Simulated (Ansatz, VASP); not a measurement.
## Be in VASP and in Ansatz

```
Be
1.0
     2.17127    0.00000    0.00000
     0.00000    2.17127    0.00000
     0.00000    0.00000    2.17127
Be
1
Direct
  0.00000 0.00000 0.00000
```

Alike in both runs: task single point; functional r2SCAN; k mesh 16 × 16 × 16; occupations fermi-dirac, width 0.1 eV; no spin polarisation.

|  | VASP | Ansatz |
| --- | --- | --- |
| version | VASP 6.6.1 | Ansatz 0.2.0 |
| potentials or method | VASP PAW PBE potentials, release 64 (Be) | plane waves (500 eV) with PAW, scalar-relativistic |
| plane-wave cutoff (eV) | 520 | 500 |
| valence electrons in the cell | 2 | 2 |

```tsv
	VASP	Ansatz	Ansatz less VASP
pressure (GPa)	0.2	0.1	-0.02
```

With one functional, cell and mesh, what is left measures potentials, basis and numerics.

Caveats: the PAW data sets were made with another functional, which shifts forces and pressure a little (VASP).
